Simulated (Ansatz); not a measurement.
The calculation used Ansatz 0.2.0, DFT PBE, scalar-relativistic, plane waves, PAW. All cells share a 420 eV cutoff and Γ-centred k meshes spaced at most about 0.3 Å⁻¹ (about 0.25 or finer for metals, 2π included). No spin polarisation.

These are static total energies at zero pressure. Both are relaxed sheets, periodic along a and b.

Compare these two cells of Cd, each relaxed at this level.

A.

```
CELL_PARAMETERS angstrom
2.93824 0.00000 0.00000
0.00000 2.94314 0.00000
0.00000 0.00000 23.80000
ATOMIC_POSITIONS crystal
Cd 0.00000 0.00000 0.29412
```

B.

```
CELL_PARAMETERS angstrom
5.90646 0.00000 0.00000
-2.95323 5.11514 0.00000
0.00000 0.00000 23.80000
ATOMIC_POSITIONS crystal
Cd 0.00000 0.50000 0.29412
Cd 0.50000 0.00000 0.29412
Cd 0.50000 0.50000 0.29412
```

Question: Which would you expect to be lower, and how large is the difference?

Answer: A is lower, by 75 meV/atom. A has layer group p4/mmm (No. 61), 8.6 Å²/atom and no gap on its mesh; B has layer group p6/mmm (No. 80), 10.1 Å²/atom and no gap. In A, Cd at height 0.00 Å has 4 Cd at 2.94 Å. In B, Cd at height 0.00 Å has 4 Cd at 2.95 Å. Both come from invented guesses. The lowest form computed isn't among them: it has layer group p4/mmm (No. 61), 4.3 Å²/atom and lies 136 meV/atom below the best shown.

Cells relaxed within their symmetry can be saddle points. Some types were kept out of the candidates beforehand, so the set may lack a known form.
